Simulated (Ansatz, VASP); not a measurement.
# SiGe in VASP and in Ansatz

```
Si Ge
1.0
     3.73637    0.00000    0.00000
    -1.86819    3.23579    0.00000
     0.00000    0.00000    7.40736
Si Ge
2 2
Direct
  0.66667 0.33333 0.87450
  0.33333 0.66667 0.37450
  0.66667 0.33333 0.50050
  0.33333 0.66667 0.00050
```

Alike in both runs: task single point; functional LDA; k mesh 12 × 12 × 6; occupations gaussian, width 0.03 eV; no spin polarisation.

|  | VASP | Ansatz |
| --- | --- | --- |
| version | VASP 6.6.1 | Ansatz 0.2.0 |
| potentials or method | VASP PAW LDA potentials, release 64 (Si, Ge_d) | scalar-relativistic, plane waves, PAW |
| plane-wave cutoff (eV) | 520 | 420 |
| valence electrons in the cell | 36 | 36 |

|  | VASP | Ansatz | Ansatz less VASP |
| --- | --- | --- | --- |
| gap on the k mesh at the Fermi level (eV) | none | none | - |
| pressure (GPa) | -2.0 | -2.1 | -0.09 |
| largest component of the traceless stress (GPa) | 14.34 | 14.25 | -0.086 |
| rms of the force components (eV/Å) | 0.297 | 0.292 | -0.0049 |

Atom by atom the forces differ by 0.005 eV/Å (rms over components). A gap of «none» marks a metal or a gap that the smearing closes. Ansatz warned: «pseudo_functional_mismatch».
